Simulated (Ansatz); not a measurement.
## TiO2 under changes of volume

One of the cells (10.435 Å³/atom); the others are scaled copies at fixed shape and fractional positions:

```
Ti O
1.0
     4.59984    0.00000    0.00000
     0.00000    4.59984    0.00000
     0.00000    0.00000    2.95921
Ti O
2 4
Direct
  0.00000 0.00000 0.50000
  0.50000 0.50000 0.00000
  0.30432 0.30432 0.50000
  0.19568 0.80432 0.00000
  0.80432 0.19568 0.00000
  0.69568 0.69568 0.50000
```

The cell is a database's computed one.

| Property | Result |
| --- | --- |
| Program | Ansatz 0.2.0 |
| Functional | revPBE |
| Dispersion | D3(BJ) |
| Potentials or basis | Ansatz PAW |
| Cutoff | 420 eV (not typed: the program's choice for these potentials) |
| k mesh | 6 × 6 × 9 |
| Occupations | fermi-dirac, width 0.05 eV |
| Spin | no spin polarisation |

```tsv
volume (Å³/atom)	energy over the lowest point (meV/atom)	pressure (GPa)	gap on the mesh (eV)	largest force (eV/Å)
9.809	?	?	?	?
10.018	13.57	10.6	1.99	0.234
10.227	3.34	5.1	1.94	0.130
10.435	0.00	0.1	1.89	0.032
10.644	2.78	-4.3	1.84	0.058
10.853	11.08	-8.3	1.79	0.143
11.062	24.31	-11.9	1.75	0.221
```

Problem. What does the run at 9.809 Å³/atom give?

Solution. Energy over the lowest point 31.34 meV/atom; pressure 16.8 GPa; gap on the mesh 2.05 eV; largest force 0.346 eV/Å.

Worked out: A Birch-Murnaghan fit of order 3 (a polynomial in V^(-2/3)) to the other rows has its minimum at 10.44 Å³/atom with B0 = V·E''(V) = 235 GPa and B' = 4.6 at fixed shape and positions, which overstates the stiffness. It gives 31.50 meV/atom at 9.809 Å³/atom, against the run's 31.34, and -dE/dV = 16.9 GPa, against 16.8. A straight line through the other rows of the gap, of slope -2.45 eV per unit of ln V (its deformation potential), extrapolates to 2.04 eV, against the run's 2.05.

Energies are extrapolated to zero smearing.

Caveats: odd divisions of the mesh miss points on the zone boundary, where band edges often lie, so the gap on the mesh can be too wide; the PAW data sets come from PBE, with cores solved anew for the run's functional, which leaves a small shift of forces and pressure.

A mesh can miss the band edges.
